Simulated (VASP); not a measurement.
Input of a VASP 6.6.1 run:

Contents of INCAR:

```
SYSTEM = Ag
PREC = Accurate
ENCUT = 600
EDIFF = 1E-6
ISMEAR = 1
SIGMA = 0.1
LREAL = .FALSE.
LASPH = .TRUE.
NELM = 60
ALGO = Normal
ISIF = 3
LWAVE = .FALSE.
LCHARG = .FALSE.
METAGGA = R2SCAN
LMIXTAU = .TRUE.
IBRION = 2
NSW = 60
EDIFFG = -0.01
```

The input KPOINTS:

```
Automatic mesh
0
G
  11 11 11
  0 0 0
```

Contents of POSCAR:

```
Ag
1.0
    0.0000000000      2.0427500000      2.0427500000
    2.0427500000      0.0000000000      2.0427500000
    2.0427500000      2.0427500000      0.0000000000
Ag
1
Direct
    0.0000000000      0.0000000000      0.0000000000
```

Potentials or basis: VASP PAW PBE potentials, release 64 (Ag).

Command:

```sh
$ cat potpaw_PBE.64/Ag/POTCAR > POTCAR
$ mpirun -np 1 vasp_std > vasp.out
```

(1) Estimate the band gap on the k mesh.

(2) What does it give for the relaxed cell?

(3) What does it give for the relaxed volume?

(4) What does it give for the space group after relaxing (to 0.05 Å)?

Results:

(1) none (metal or under the smearing width).

(2) a = 2.900 Å, b = 2.900 Å, c = 2.900 Å, α = 60.00°, β = 60.00°, γ = 60.00°.

(3) 17.24 Å³/atom.

(4) Fm-3m (No. 225).

Caveat: the PAW data sets were made with another functional, which shifts forces and pressure a little.
